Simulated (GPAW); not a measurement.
# Cr (Im-3m) in GPAW: a series of runs, part 2 of 2

GPAW 26.7.0. The steps go on from the part before.

### 6 Band structure, PBE, collinear spin, ferromagnetic start

run.py reads:

```python
from ase.dft.bandgap import bandgap
from ase.io import read, write
from ase.units import GPa
from gpaw import GPAW, PW

atoms = read('Cr.cif')
atoms.set_initial_magnetic_moments([3.0])

calc = GPAW(mode=PW(600),
            xc='PBE',
            kpts={'size': (10, 10, 10), 'gamma': True},
            occupations={'name': 'fermi-dirac', 'width': 0.05},
            nbands=11,
            convergence={'density': 1e-05, 'energy': 1e-05},
            maxiter=150,
            txt='gpaw.txt')
atoms.calc = calc
energy = atoms.get_potential_energy()
forces = atoms.get_forces()
stress = atoms.get_stress()
calc.write('gs.gpw')
write('result.traj', atoms)
print(f'Energy: {energy:.6f} eV')
print('Forces (eV/A):')
print(forces.round(4))
print('Stress (GPa):', (stress / GPa).round(3))
print('Moments:', calc.get_magnetic_moments().round(3))
print('Fermi level:', round(calc.get_fermi_level(), 4), 'eV')
print(f'Gap: {bandgap(calc)[0]:.4f} eV, direct: {bandgap(calc, direct=True)[0]:.4f} eV')

path = atoms.cell.bandpath('GHNGPH,PN', npoints=60, eps=1e-4)
bs_calc = calc.fixed_density(kpts=path, symmetry='off', nbands=18,
                             convergence={'bands': 'CBM+6.0', 'eigenstates': 1e-6}, txt='bands.txt')
bs = bs_calc.band_structure()
bs.write('bs.json')
print(f'Gap on the path: {bandgap(bs_calc)[0]:.4f} eV')
```

Cr.cif reads:

```cif
data_Cr
_cell_length_a 2.57114226
_cell_length_b 2.57114226
_cell_length_c 2.57114226
_cell_angle_alpha 109.47122063
_cell_angle_beta 109.47122063
_cell_angle_gamma 109.47122063
_space_group_name_H-M_alt 'P1'
_space_group_name_Hall 'P 1'
_space_group_IT_number 1
loop_
_space_group_symop_operation_xyz
'x,y,z'
loop_
_atom_site_label
_atom_site_type_symbol
_atom_site_symmetry_multiplicity
_atom_site_Wyckoff_symbol
_atom_site_fract_x
_atom_site_fract_y
_atom_site_fract_z
_atom_site_occupancy
Cr1 Cr 1 a 0.0000000000 0.0000000000 0.0000000000 1
```

Potentials or basis: GPAW PAW data sets (gpaw-data 1.2.1), pw.

Started as:

```sh
OMP_NUM_THREADS=1 python run.py
```

gpaw.txt:

```text
__  _  _
 | _ |_)|_||  |
 |__||  | ||/\| - 26.7.0

Input parameters:
  mode=PW(ecut=600.0),
  convergence={'density': 1e-05, 'energy': 1e-05},
  kpts=MonkhorstPack(size=(10, 10, 10), gamma=True),
  maxiter=150,
  nbands=11,
  occupations=Occupations(name='fermi-dirac', width=0.05),
  xc=XC(name='PBE')

Diagonalizing LCAO Hamiltonian
Converting LCAO to pw mode

       Cr

Atoms  # Å, Bohr magnetons
|   | symbol |        x |        y |        z |    initial magnetic moments |
|---|--------|----------|----------|----------|-----------------------------|
| 0 |     Cr | 0.000000 | 0.000000 | 0.000000 | ( 0.0000,  0.0000,  3.0000) |

Unit cell  # Å
| periodic |         x |         y |        z |  lengths |     angles |
|----------|-----------|-----------|----------|----------|------------|
|      yes |  2.571142 |  0.000000 | 0.000000 | 2.571142 | 109.471221 |
|      yes | -0.857047 |  2.424096 | 0.000000 | 2.571142 | 109.471221 |
|      yes | -0.857047 | -1.212048 | 2.099329 | 2.571142 | 109.471221 |

Number of symmetries: 48
Symmetry operations  # r_c * U_cc + t_c -> r_c
|    | kind |            matrix            |
|----|------|------------------------------|
|  0 |  σ   |  1, 1, 1,  0, 0,-1,  0,-1, 0 |
|  1 |  C4  |  1, 1, 1,  0, 0,-1, -1, 0, 0 |
|  2 |  C2  |  1, 1, 1,  0,-1, 0,  0, 0,-1 |
|  3 |  S6  |  1, 1, 1,  0,-1, 0, -1, 0, 0 |
|  4 |  S6  |  1, 1, 1, -1, 0, 0,  0, 0,-1 |
|  5 |  C4  |  1, 1, 1, -1, 0, 0,  0,-1, 0 |
|  6 |  E   |  1, 0, 0,  0, 1, 0,  0, 0, 1 |
|  7 |  σ   |  1, 0, 0,  0, 1, 0, -1,-1,-1 |
|  8 |  σ   |  1, 0, 0,  0, 0, 1,  0, 1, 0 |
|  9 |  C3  |  1, 0, 0,  0, 0, 1, -1,-1,-1 |
| 10 |  C3  |  1, 0, 0, -1,-1,-1,  0, 1, 0 |
| 11 |  σ   |  1, 0, 0, -1,-1,-1,  0, 0, 1 |
| 12 |  σ   |  0, 1, 0,  1, 0, 0,  0, 0, 1 |
| 13 |  C2  |  0, 1, 0,  1, 0, 0, -1,-1,-1 |
| 14 |  C3  |  0, 1, 0,  0, 0, 1,  1, 0, 0 |
| 15 |  S4  |  0, 1, 0,  0, 0, 1, -1,-1,-1 |
| 16 |  S4  |  0, 1, 0, -1,-1,-1,  1, 0, 0 |
| 17 |  C3  |  0, 1, 0, -1,-1,-1,  0, 0, 1 |
| 18 |  C3  |  0, 0, 1,  1, 0, 0,  0, 1, 0 |
| 19 |  S4  |  0, 0, 1,  1, 0, 0, -1,-1,-1 |
| 20 |  σ   |  0, 0, 1,  0, 1, 0,  1, 0, 0 |
| 21 |  C3  |  0, 0, 1,  0, 1, 0, -1,-1,-1 |
| 22 |  C2  |  0, 0, 1, -1,-1,-1,  1, 0, 0 |
| 23 |  S4  |  0, 0, 1, -1,-1,-1,  0, 1, 0 |
| 24 |  C4  |  0, 0,-1,  1, 1, 1,  0,-1, 0 |
| 25 |  σ   |  0, 0,-1,  1, 1, 1, -1, 0, 0 |
[... 109 lines left out ...]
  Trust region scale: 1.0
  Backstep threshold: 4.0
  History deletion threshold: 6.0
  Fourier metric: weight=20.0, sigma=0.015

occupation numbers:
  Fermi-Dirac:
    width: 0.0500  # eV

poisson solver:
  ecut: 4800.0  # eV

xc functional:
  name: PBE with 2 nearest neighbor stencil

convergence criteria:
- Maximum integral of absolute [dens]ity change: 1e-05 electrons / valence electron
- Maximum [total energy] change in last 3 cyles: 1e-05 eV / valence electron
- Maximum integral of absolute [eigenst]ate change: 4e-08 eV^2 / valence electron
maximum number of iterations: 150

SCF iterations
|iter     | |      energy | eigst |  dens |  magmom |
|---------|-|-------------|-------|-------|---------|
|iter:   1| |   -8.360913 | -0.22 |       |  +2.9978|
|iter:   2| |   -8.394330 | -1.99 | -0.45 |  +2.9135|
|iter:   3| |   -9.075183 | -1.87 | -0.47 |  +1.2487|
|iter:   4| |   -9.213148 | -1.77 | -0.75 |  -0.1651|
|iter:   5| |   -9.238120 | -2.43 | -1.23 |  +0.0443|
|iter:   6| |   -9.235631 | -3.37 | -1.51 |  +0.2670|
|iter:   7| |   -9.241000 | -3.12 | -1.45 |  -0.0040|
|iter:   8| |   -9.242230 | -3.74 | -1.87 |  -0.0109|
|iter:   9| |   -9.242513 | -4.20 | -2.34 |  -0.0032|
|iter:  10| |   -9.242503 | -5.91 | -3.00 |  +0.0007|
|iter:  11| |   -9.242498c| -6.85 | -3.56 |  +0.0003|
|iter:  12| |   -9.242498c| -7.90c| -4.25 |  +0.0001|
|iter:  13| |   -9.242498c| -7.94c| -4.78 |  +0.0000|
|iter:  14| |   -9.242498c| -8.67c| -5.45c|  +0.0000|

Converged in 14 steps
Energy contributions relative to reference atoms: (reference = -28582.377450)

Energy contributions:
  Kinetic:         -25.174820
  Coulomb:          17.492260
  Zero:              0.190349
  External:          0.000000
  Xc:               -1.745846
  Entropy:          -0.008882
  Spinorbit:         0.000000
  ----------------------------
  Free energy:      -9.246939
  Extrapolated:     -9.242498

dipole moment: (-2.121419, -3.000140, -5.196395)  # |e|*Ang

Total magnetic moment: (0.000000, 0.000000, 0.000009)

Local magnetic moments
|        x |        y |        z |
|----------|----------|----------|
| 0.000000 | 0.000000 | 0.000007 |  # Cr   0

Fermi level: 9.541
Eigenvalues  # (at kpt = [0.000, 0.000, 0.000])
| band index |      eig [eV] | occ [0-1] |      eig [eV] | occ [0-1] |
|------------|---------------|-----------|---------------|-----------|
|          0 |         2.231 |     1.000 |         2.231 |     1.000 |
|          1 |         8.743 |     1.000 |         8.743 |     1.000 |
|          2 |         8.744 |     1.000 |         8.744 |     1.000 |
|          3 |         8.744 |     1.000 |         8.744 |     1.000 |
|          4 |        10.447 |     0.000 |        10.447 |     0.000 |
|          5 |        10.447 |     0.000 |        10.447 |     0.000 |
|          6 |        19.489 |     0.000 |        19.489 |     0.000 |
|          7 |        19.489 |     0.000 |        19.489 |     0.000 |
|          8 |        19.489 |     0.000 |        19.489 |     0.000 |
|          9 |        27.450 |     0.000 |        27.450 |     0.000 |
|         10 |        31.518 |     0.000 |        31.518 |     0.000 |

No gap
No difference between direct/indirect transitions

Forces  # eV/Ang
|        x |        y |        z |
|----------|----------|----------|
| -0.00000 | -0.00000 | -0.00000 |  # Cr   0

Stress tensor  # eV/Ang^3
|         x |         y |         z |
|-----------|-----------|-----------|
|  0.156318 | -0.000000 | -0.000000 |
| -0.000000 |  0.156318 | -0.000000 |
| -0.000000 | -0.000000 |  0.156318 |

# Writing to gs.gpw (mode='')
```

stdout:

```text
Energy: -9.242498 eV
Forces (eV/A):
[[-0. -0. -0.]]
Stress (GPa): [25.045 25.045 25.045 -0.    -0.    -0.   ]
Moments: [0.]
Fermi level: 9.5415 eV
Gap: 0.0000 eV, direct: 0.0000 eV
Gap on the path: 0.0000 eV
```

bands.txt:

```text
Diagonalizing LCAO Hamiltonian
Converting LCAO to pw mode
convergence criteria:
- Maximum integral of absolute [eigenst]ate change: 1e-06 eV^2 / valence electron
maximum number of iterations: 150

SCF iterations
|iter     | |      energy | eigst |  dens |  magmom |
|---------|-|-------------|-------|-------|---------|
|iter:   1| |             | -0.31 |       |  +0.0000|
[... 65 lines left out ...]
         [ 0.25      ,  0.25      ,  0.25      ],
         [ 0.20833333,  0.20833333,  0.29166667],
         [ 0.16666667,  0.16666667,  0.33333333],
         [ 0.125     ,  0.125     ,  0.375     ],
         [ 0.08333333,  0.08333333,  0.41666667],
         [ 0.04166667,  0.04166667,  0.45833333],
         [ 0.        ,  0.        ,  0.5       ]])),
  maxiter=150,
  nbands=18,
  occupations=Occupations(name='fermi-dirac', width=0.05),
  symmetry=Symmetry(point_group=False, time_reversal=False),
  xc=XC(name='PBE')
```

It took 20 s on 1 thread of Arm Neoverse V1, shared host; peak memory 0.16 GiB.

Results:

| Item | Value |
| --- | --- |
| Free energy | -9.2469 eV |
| Pressure | -25.0 GPa |
| Band gap along the path | none (metal or under the smearing width) |
| Net moment | 0.00 μB per cell |

Levels at the corners of the path, in eV from the Fermi level:
Spin up:
```
point  band 1  band 2  band 3  band 4  band 5  band 6
    Γ   -7.31   -0.80   -0.80   -0.80    0.91    0.91
    H   -3.57   -3.57    1.97    1.97    1.97    8.89
    N   -3.79   -2.06    0.89    0.93    1.16    2.29
    Γ   -7.31   -0.80   -0.80   -0.80    0.91    0.91
    P   -2.02   -2.02   -2.02    1.21    1.21    8.80
    H   -3.57   -3.57    1.97    1.97    1.97    8.89
    P   -2.02   -2.02   -2.02    1.21    1.21    8.80
    N   -3.79   -2.06    0.89    0.93    1.16    2.29
```
Spin down:
| point | band 1 | band 2 | band 3 | band 4 | band 5 | band 6 |
| --- | --- | --- | --- | --- | --- | --- |
| Γ | -7.31 | -0.80 | -0.80 | -0.80 | 0.91 | 0.91 |
| H | -3.57 | -3.57 | 1.97 | 1.97 | 1.97 | 8.89 |
| N | -3.79 | -2.06 | 0.89 | 0.93 | 1.16 | 2.29 |
| Γ | -7.31 | -0.80 | -0.80 | -0.80 | 0.91 | 0.91 |
| P | -2.02 | -2.02 | -2.02 | 1.21 | 1.21 | 8.80 |
| H | -3.57 | -3.57 | 1.97 | 1.97 | 1.97 | 8.89 |
| P | -2.02 | -2.02 | -2.02 | 1.21 | 1.21 | 8.80 |
| N | -3.79 | -2.06 | 0.89 | 0.93 | 1.16 | 2.29 |

Caveat: the starting moments collapsed, and a magnetic state may lie lower; so large a pressure means that the cell lies far from this level's equilibrium, or that cutoff or potentials fall short.
